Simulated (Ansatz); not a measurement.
**B: a trial structure relaxed**

Aim: relax a trial structure of B and see where it ends.

Program: Ansatz 0.2.0. Level of theory: DFT PBE, scalar-relativistic, plane waves, PAW. These are calculated values, not measurements.

**1. The system as given**

The structure is tetragonal, space group P4/mmm (No. 123). The conventional cell has a = 1.923 Å, b = 1.923 Å, c = 14.000 Å, α = 90.00°, β = 90.00°, γ = 90.00°. B (site symmetry 4/mmm) is surrounded by 4 B at 1.92 Å.

Structure file:

```
CELL_PARAMETERS angstrom
1.92263 0.00000 0.00000
0.00000 1.92263 0.00000
0.00000 0.00000 14.00000
ATOMIC_POSITIONS crystal
B 0.00000 0.00000 0.50000
```

Recipe of the guess: species swapped into a sheet modelled on a layer of Sn. Its size is a rough estimate.

Only a and b are periodic; c spans vacuum, so the box's volume, pressure and space group aren't properties of the sheet.

**2. A first look at the guess**

The input, input.yaml:

```yaml
crystal:
  lattice:
    - [1.92263309, 0.0, 0.0]
    - [0.0, 1.92263309, 0.0]
    - [0.0, 0.0, 14.0]
  atoms:
    - { symbol: B, position: [0.0, 0.0, 0.5] }
  periodic: [true, true, false]
basis:
  ecutwfc: 420
kpoints:
  mp_grid: { grid: [8, 8, 1] }
hamiltonian:
  xc: pbe
scf:
  occupations: { method: gaussian, width: 0.1 }
  lower_state_search: "off"
output:
  forces: true
  stress: true
  eigenvalues: true
```

Started as:

```console
ansatz run input.yaml --threads 1 --pin off --max-ram 2560MiB --backend cpu --events-out ev --progress --plain --runs-dir out
```

The session goes on with these runs: a loose first relaxation; relaxation on the finer mesh.

Q: Predict the outcome of this session. Wanted: relaxed cell; area; thickness between outermost nuclei; energy over the standard state; gap on the mesh.

**Answer**, as computed:

| quantity | value |
| --- | --- |
| symmetry at the end (tolerance 0.05 Å) | layer group p4/mmm (No. 61) |
| relaxed cell | a = 1.757 Å, b = 1.757 Å, γ = 90.0° |
| area | 3.09 Å²/atom |
| thickness between outermost nuclei | 0.00 Å |
| energy over the standard state | +1.64 eV/atom |
| gap on the mesh | none (metal) |

The layer group p4/mmm (No. 61) is kept, and the area per atom shrinks by 16.5 % from the first guess. It lies above the element's standard state, so it is metastable at best. No finished test with a distortion of lower symmetry is shown, so the end may be a saddle point. The last relaxation has no spin, and with this many d or unpaired electrons a magnetic state may lie lower.
